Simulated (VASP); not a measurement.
Here is a VASP 6.6.1 calculation.

Contents of INCAR:

```
SYSTEM = SiC
ALGO = Normal
EDIFF = 1E-8
ENCUT = 600
GGA = PS
ISIF = 2
ISMEAR = 0
LASPH = .TRUE.
LCHARG = .FALSE.
LEPSILON = .TRUE.
LREAL = .FALSE.
LWAVE = .FALSE.
NELM = 80
PREC = Accurate
SIGMA = 0.03
```

File KPOINTS:

```
k-points
0
Monkhorst
  18 18 18
  0 0 0
```

The input POSCAR:

```
SiC                                     
1.0
   -0.0000000000      2.1791077307      2.1791077307
    2.1791077307      0.0000000000      2.1791077307
    2.1791077307      2.1791077307      0.0000000000
  Si              C             
     1     1
Direct
     0.0000000000000000    0.0000000000000000    0.0000000000000000
     0.2500000000000000    0.2500000000000000    0.2500000000000000
```

Potentials or basis: VASP PAW PBE potentials, release 64 (Si, C).

The run is started by

```console
$ cat potpaw_PBE.64/Si/POTCAR potpaw_PBE.64/C/POTCAR > POTCAR
$ mpirun -np 1 vasp_std > vasp.out
```

(1) Estimate the electronic dielectric tensor (diagonal).

(2) Estimate the Born charges (mean of the diagonal).

Results:

(1) 7.07.

(2) Si +2.70; C -2.70 e.

**What was measured.**

“Infrared properties of SiC particles”, 1999, arxiv:astro-ph/9903031 quotes, for a bulk crystal of SiC: high-frequency dielectric constant 6.49.

Against the measured high-frequency dielectric constant of SiC, 6.49 (quoted in “Infrared properties of SiC particles”, 1999, arxiv:astro-ph/9903031), the calculated 7.07 is off by +8.9 %.
